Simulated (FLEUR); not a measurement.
Crystal: SiC (Moissanite 3C).

```
CELL_PARAMETERS angstrom
0.00000 2.17900 2.17900
2.17900 0.00000 2.17900
2.17900 2.17900 0.00000
ATOMIC_POSITIONS crystal
Si 0.00000 0.00000 0.00000
C 0.75000 0.75000 0.75000
```

Base run:

| Quantity | Value |
| --- | --- |
| Program | FLEUR MaX-R8.1 (later development tree) |
| Functional | PBE |
| Potentials or basis | all-electron |
| Basis | FLAPW |
| Kmax | 5.7 1/bohr |
| k mesh | 10 × 10 × 10 |
| Occupations | fermi-dirac, width 0.05 eV |
| Spin | no spin polarisation |

Its results: band gap on the k mesh 1.36 eV, indirect (least direct gap 4.55 eV).

Q: The run is repeated on the same cell with these changes: functional from PBE to PBEsol. What comes out?

A: Band gap on the k mesh 1.24 eV, indirect (least direct gap 4.45 eV).

A k mesh can miss the band edges.

Not every run made on this cell is shown here.
